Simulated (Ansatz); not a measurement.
Crystal: C.

```
C
1.0
     0.00000    1.78337    1.78337
     1.78337    0.00000    1.78337
     1.78337    1.78337    0.00000
C
2
Cartesian
  2.6751 2.6751 2.6751
  1.7834 1.7834 1.7834
```

This isn't the form of C at room conditions, which is graphite.

Program: Ansatz 0.2.0. Alike in all runs: potentials or basis all-electron LAPW, scalar-relativistic; no spin polarisation; cell as given.

Q: Order these runs on this cell by their band gap on the k mesh, lowest first.
A. level PBEsol; k mesh 13 × 13 × 13; cutoff (eV) 449; smearing fermi-dirac 0.05 eV; basis error allowed 0.001 eV/atom; mesh quality not flagged
B. level BLYP; k mesh 13 × 13 × 13; cutoff (eV) 452; smearing fermi-dirac 0.05 eV; basis error allowed 0.001 eV/atom; mesh quality not flagged
C. level PBE; k mesh 5 × 5 × 5; cutoff (eV) 410; smearing fermi-dirac 0.04 eV; basis error allowed 0.002 eV/atom; mesh quality coarse

A: A (4.02 eV), C (4.17 eV), B (4.47 eV).

Caveats: some runs use coarse meshes; an odd mesh through Γ misses points on the zone boundary, where band edges often lie (some runs).

Not every run made on this cell is shown here.
